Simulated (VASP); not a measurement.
# Cs2SnI6 (Fm-3m) in VASP: further runs, part 3 of 3

VASP 6.6.1. Earlier steps stand in the parts before.

### 5 Relaxation of cell and atoms, PBE

This run uses another cell than the first one, of 43.67 Å³/atom, 0.996 times its volume.

INCAR

```
SYSTEM = Cs2SnI6
PREC = Accurate
ENCUT = 300
EDIFF = 1E-6
ISMEAR = 0
SIGMA = 0.03
LREAL = .FALSE.
LASPH = .TRUE.
NELM = 80
ALGO = Normal
ISIF = 3
LWAVE = .FALSE.
LCHARG = .FALSE.
GGA = PE
IBRION = 2
NSW = 90
EDIFFG = -0.01
KPAR = 2
```

KPOINTS

```
regular mesh
0
G
  3 3 3
  0 0 0
```

POSCAR

```
Cs2SnI6
1.0
    0.0000000000      5.8138000000      5.8138000000
    5.8138000000      0.0000000000      5.8138000000
    5.8138000000      5.8138000000      0.0000000000
Cs Sn I
2 1 6
Direct
    0.2500000000      0.2500000000      0.2500000000
    0.7500000000      0.7500000000      0.7500000000
    0.0000000000      0.0000000000      0.0000000000
    0.7546400000      0.2453600000      0.2453600000
    0.2453600000      0.7546400000      0.2453600000
    0.2453600000      0.7546400000      0.7546400000
    0.7546400000      0.2453600000      0.7546400000
    0.2453600000      0.2453600000      0.7546400000
    0.7546400000      0.7546400000      0.2453600000
```

Potentials or basis: VASP PAW PBE potentials, release 64 (Cs_sv, Sn, I).

Launch:

```bash
cat potpaw_PBE.64/Cs_sv/POTCAR potpaw_PBE.64/Sn/POTCAR potpaw_PBE.64/I/POTCAR > POTCAR
mpirun -np 2 vasp_std > vasp.out
```

OUTCAR:

```text
SYSTEM = Cs2SnI6
   PREC = Accurate
   ENCUT = 300
   EDIFF = 1E-6
   ISMEAR = 0
   LREAL = .FALSE.
   LASPH = .TRUE.
   NELM = 80
   ISIF = 3
   GGA = PE
   IBRION = 2
   NSW = 90
   EDIFFG = -0.01

 ion  position               nearest neighbor table
   1  0.250  0.250  0.250-
   2  0.750  0.750  0.750-
   3  0.000  0.000  0.000-   4 2.85   5 2.85   6 2.85   7 2.85   8 2.85   9 2.85
   4  0.755  0.245  0.245-   3 2.85
   5  0.245  0.755  0.245-   3 2.85
   6  0.245  0.755  0.755-   3 2.85
   7  0.755  0.245  0.755-   3 2.85
   8  0.245  0.245  0.755-   3 2.85
   9  0.755  0.755  0.245-   3 2.85

  LATTYP: Found a face centered cubic cell.
 ALAT       =    11.6276000000

  Lattice vectors:

 A1 = (   0.0000000000,   5.8138000000,   5.8138000000)
 A2 = (   5.8138000000,   0.0000000000,   5.8138000000)
 A3 = (   5.8138000000,   5.8138000000,   0.0000000000)

Analysis of symmetry for initial positions (statically):
=====================================================================
 Subroutine PRICEL returns:
 Original cell was already a primitive cell.

 Routine SETGRP: Setting up the symmetry group for a
 face centered cubic supercell.

 Subroutine GETGRP returns: Found 48 space group operations
 (whereof 48 operations were pure point group operations)
 out of a pool of 48 trial point group operations.

The static configuration has the point symmetry O_h .

Analysis of symmetry for dynamics (positions and initial velocities):
=====================================================================
 Subroutine PRICEL returns:
 Original cell was already a primitive cell.

 Routine SETGRP: Setting up the symmetry group for a
 face centered cubic supercell.

 Subroutine GETGRP returns: Found 48 space group operations
 (whereof 48 operations were pure point group operations)
 out of a pool of 48 trial point group operations.

The dynamic configuration has the point symmetry O_h .

 Subroutine INISYM returns: Found 48 space group operations
 (whereof 48 operations are pure point group operations),
 and found     1 'primitive' translations

----------------------------------------------------------------------------------------

                                     Primitive cell

  volume of cell :     393.0160

  direct lattice vectors                    reciprocal lattice vectors
     0.000000000  5.813800000  5.813800000    -0.086002270  0.086002270  0.086002270
     5.813800000  0.000000000  5.813800000     0.086002270 -0.086002270  0.086002270
     5.813800000  5.813800000  0.000000000     0.086002270  0.086002270 -0.086002270

  length of vectors
     8.221954809  8.221954809  8.221954809     0.148960302  0.148960302  0.148960302

  position of ions in fractional coordinates (direct lattice)
     0.250000000  0.250000000  0.250000000
     0.750000000  0.750000000  0.750000000
     0.000000000  0.000000000  0.000000000
     0.754640000  0.245360000  0.245360000
     0.245360000  0.754640000  0.245360000
     0.245360000  0.754640000  0.754640000
     0.754640000  0.245360000  0.754640000
     0.245360000  0.245360000  0.754640000
     0.754640000  0.754640000  0.245360000

  ion indices of the primitive-cell ions
   primitive index   ion index
                 1           1
                 2           2
                 3           3
[... 33 lines left out ...]
 Following reciprocal coordinates:
            Coordinates               Weight
  0.000000  0.000000  0.000000      1.000000
  0.333333  0.000000  0.000000      8.000000
  0.333333  0.333333  0.000000      6.000000
 -0.333333  0.333333  0.000000     12.000000
   k-points           NKPTS =      4   k-points in BZ     NKDIM =      4   number of bands    NBANDS=     38
   number of dos      NEDOS =    301   number of ions     NIONS =      9
   total plane-waves  NPLWV = 110592
   dimension x,y,z NGX =    48 NGY =   48 NGZ =   48
   dimension x,y,z NGXF=    96 NGYF=   96 NGZF=   96
   ions per type =               2   1   6
   NGX,Y,Z   is equivalent  to a cutoff of   9.71,  9.71,  9.71 a.u.
   NGXF,Y,Z  is equivalent  to a cutoff of  19.41, 19.41, 19.41 a.u.
 SYSTEM =  Cs2SnI6
   PREC   = accura    normal or accurate (medium, high low for compatibility)
   ISTART =      0    job   : 0-new  1-cont  2-samecut
   ICHARG =      2    charge: 1-file 2-atom 10-const
   ISPIN  =      1    spin polarized calculation?
   LNONCOLLINEAR =      F non collinear calculations
   LSORBIT =      F    spin-orbit coupling
   LASPH  =      T    aspherical Exc in radial PAW
   ENCUT  =  300.0 eV  22.05 Ry    4.70 a.u.  11.61 11.61 11.61*2*pi/ulx,y,z
   NELM   =     80;   NELMIN=  2; NELMDL= -5     # of ELM steps
   EDIFF  = 0.1E-05   stopping-criterion for ELM
   LREAL  =      F    real-space projection
   EDIFFG = -.1E-01   stopping-criterion for IOM
   NSW    =     90    number of steps for IOM
   IBRION =      2    ionic relax: 0-MD 1-quasi-New 2-CG
   NFREE  =      1    steps in history (QN), initial steepest desc. (CG)
   ISIF   =      3    stress and relaxation
   ISYM   =      2    0-nonsym 1-usesym 2-fastsym
   POTIM  = 0.5000    time-step for ionic-motion
   TEBEG  =    0.0;   TEEND  =   0.0 temperature during run
   PSTRESS=    0.0 pullay stress
   NELECT =      64.0000    total number of electrons
   NUPDOWN=      -1.0000    fix difference up-down
   EMIN   =  10.00;   EMAX   =-10.00  energy-range for DOS
   EFERMI =   0.00;   METHOD = LEGACY
   ISMEAR =     0;   SIGMA  =   0.03  broadening in eV -4-tet -1-fermi 0-gaus
   EFERMI_NEDOS =   21; number of points for ismear=-14 and -15
   IALGO  =     38    algorithm
   IMIX   =      4    mixing-type and parameters
     AMIX     =   0.40;   BMIX     =  1.00
     AMIX_MAG =   1.60;   BMIX_MAG =  1.00
  volume/ion in A,a.u.               =      43.67       294.69
  Fermi-wavevector in a.u.,A,eV,Ry     =   0.893987  1.689391 10.873960  0.799213
  Thomas-Fermi vector in A             =   2.016135
   LORBIT       =      0    0 simple, 1 ext, 2 COOP (PROOUT), +10 PAW based schemes
   GGA     = PE    functional components
   LHFCALC =     F    Hartree Fock is set to
   AEXX    =    0.0000 exact exchange contribution
   IVDW    =     0    specifies the selected vdW correction
   LEPSILON=     F    determine dielectric tensor
   LRPA    =     F    only Hartree local field effects (RPA)
 conjugate gradient relaxation of ions
 non-spin polarized calculation
 Gauss-broadening in eV      SIGMA  =   0.03
  energy-cutoff  :      300.00
  volume of cell :      393.02
 maximum number of plane-waves:      4648
 NGX is ok and might be reduce to    48
   NGX = 23   NGY = 23   NGZ = 23

--------------------------------------- Ionic step        1  -------------------------------------------

 number of electron      63.9999996 magnetization

 Free energy of the ion-electron system (eV)
  ---------------------------------------------------
  ext. energy  EPLUGINS =         0.00000000
  ---------------------------------------------------
  free energy    TOTEN  =       -22.83176511 eV

  energy without entropy =      -22.83176248  energy(sigma->0) =      -22.83176380

------------------------ aborting loop because EDIFF is reached ----------------------------------------

  FORCE on cell =-STRESS in cart. coord.  units (eV):
  Direction    XX          YY          ZZ          XY          YZ          ZX
  --------------------------------------------------------------------------------------
  -------------------------------------------------------------------------------------
  Total        3.7879651      3.7879651      3.7879651      0.0000000     -0.0000000     -0.0000000
  in kB       15.4420978     15.4420978     15.4420978      0.0000000     -0.0000000     -0.0000000
  external PRESSURE =      15.4420978 kB  Pullay stress =       0.0000000 kB
[... 110 lines left out ...]
  FREE ENERGIE OF THE ION-ELECTRON SYSTEM (eV)
  ---------------------------------------------------
  free  energy   TOTEN  =       -22.9555128171 eV

  energy  without entropy=      -22.9535463357  energy(sigma->0) =      -22.95452958

[... ionic steps 4 to 9 ...]

--------------------------------------- Ionic step       10  -------------------------------------------

 number of electron      64.0000003 magnetization

------------------------ aborting loop because EDIFF is reached ----------------------------------------
[... 81 lines left out ...]
--------------------------------------- Ionic step       12  -------------------------------------------

 number of electron      64.0000002 magnetization

 Free energy of the ion-electron system (eV)
  ---------------------------------------------------
  ext. energy  EPLUGINS =         0.00000000
  ---------------------------------------------------
  free energy    TOTEN  =       -22.98735642 eV

  energy without entropy =      -22.98735642  energy(sigma->0) =      -22.98735642

 E-fermi :   1.0701     XC(G=0):  -7.4794

 val. band max:        0.9356347865   @ k =   0.0000   0.0000   0.0000
 cond. band min:       1.2030485105   @ k =   0.0000   0.0000   0.0000
 fundamental gap:      0.2674137240
 Fermi energy:         1.0700958649

 k-point     1 :       0.0000    0.0000    0.0000
  band No.  band energies     occupation
      1     -19.5561      2.00000
      2     -19.5541      2.00000
      3     -10.9757      2.00000
      4     -10.3051      2.00000
      5     -10.3051      2.00000
      6     -10.3051      2.00000
[... 189 lines left out ...]
  FREE ENERGIE OF THE ION-ELECTRON SYSTEM (eV)
  ---------------------------------------------------
  free  energy   TOTEN  =       -22.9873564218 eV

  energy  without entropy=      -22.9873564218  energy(sigma->0) =      -22.98735642

 reached required accuracy - stopping structural energy minimisation
```

It took 3.5 min on 2 MPI ranks of Intel Xeon Platinum 8259CL at 2.50GHz (Skylake/Cascade Lake), shared host; peak memory 0.33 GiB.

What came out:

```
Free energy                            : -22.9874 eV
Relaxed volume                         : 48.48 Å³/atom
Relaxed cell                           : a = 8.514 Å, b = 8.514 Å, c = 8.514 Å, α = 60.00°, β = 60.00°, γ = 60.00°
Space group after relaxing (to 0.05 Å) : Fm-3m (No. 225)
Energy gained by relaxing              : 17.3 meV/atom
Ionic steps                            : 12
Pressure after relaxing                : 0.0 GPa
Largest force after relaxing           : 0.005 eV/Å
Band gap on the k mesh                 : 0.27 eV, direct
```

Forces in eV/Å, atoms in the order of the input:
```
Cs   0.000  0.000  0.000
Cs   0.000  0.000  0.000
Sn   0.000  0.000  0.000
I   -0.005  0.000  0.000
I    0.000 -0.005  0.000
I    0.005  0.000  0.000
I    0.000  0.005  0.000
I    0.000  0.000 -0.005
I    0.000  0.000  0.005
```

The path:
```tsv
step	energy change (eV)	largest force (eV/Å)	pressure (GPa)	volume (Å³)
1	0.0000	0.2520	1.54	393.02
2	-0.1234	0.1238	0.13	417.45
3	-0.1237	0.1400	0.06	418.97
4	-0.1298	0.1365	0.05	420.74
5	-0.1448	0.0926	0.03	426.09
6	-0.1554	0.0224	0.05	436.92
7	-0.1555	0.0137	0.04	436.08
8	-0.1555	0.0100	0.03	435.73
9	-0.1528	0.0403	0.03	430.89
10	-0.1555	0.0066	0.04	435.39
11	-0.1554	0.0218	-0.05	437.67
12	-0.1556	0.0054	0.00	436.36
```

Final structure:
```
Cs Sn I
1.0
     0.00000    6.02013    6.02013
     6.02013    0.00000    6.02013
     6.02013    6.02013    0.00000
Cs Sn I
2 1 6
Cartesian
  3.0101 3.0101 3.0101
  9.0302 9.0302 9.0302
  0.0000 0.0000 0.0000
  2.9073 6.0201 6.0201
  6.0201 2.9073 6.0201
  9.1330 6.0201 6.0201
  6.0201 9.1330 6.0201
  6.0201 6.0201 2.9073
  6.0201 6.0201 9.1330
```

Caveat: spin-orbit coupling is left out, which moves the levels of the heavy elements; the volume moved by +11 % from the deposited cell, more than functionals usually miss.

### 6 Summary

| level | potentials or basis | k mesh | cutoff (eV) | gap on the mesh (eV) | pressure (GPa) | relaxed volume (Å³/atom) |
| --- | --- | --- | --- | --- | --- | --- |
| PBE+D3(BJ) | VASP PAW PBE potentials, release 64 (Cs_sv, Sn_d, I) | 6 × 6 × 6 | 600 | none | 0.0 | - |
| PBEsol | VASP PAW PBE potentials, release 64 (Cs_sv, Sn_d, I) | 6 × 6 × 6 | 600 | none | 0.0 | 42.91 |
| PBE | VASP PAW PBE potentials, release 64 (Cs_sv, Sn, I) | 3 × 3 × 3 | 300 | 0.27 | 0.0 | 48.48 |

Alike in all rows: task relaxation of cell and atoms; no spin polarisation; cell relaxed; smearing gaussian 0.03 eV.

Caveats: the relaxation stopped at its first step, so nothing moved (some runs); pairwise dispersion overbinds metals, which lowers pressure and volume (some runs); the PAW data sets were made with another functional, which shifts forces and pressure a little (some runs); spin-orbit coupling is left out, which moves the levels of the heavy elements (some runs); the volume moved by +11 % from the deposited cell, more than functionals usually miss (some runs).

Total energies depend on the potentials used, so only differences within one code and one set of settings carry meaning.
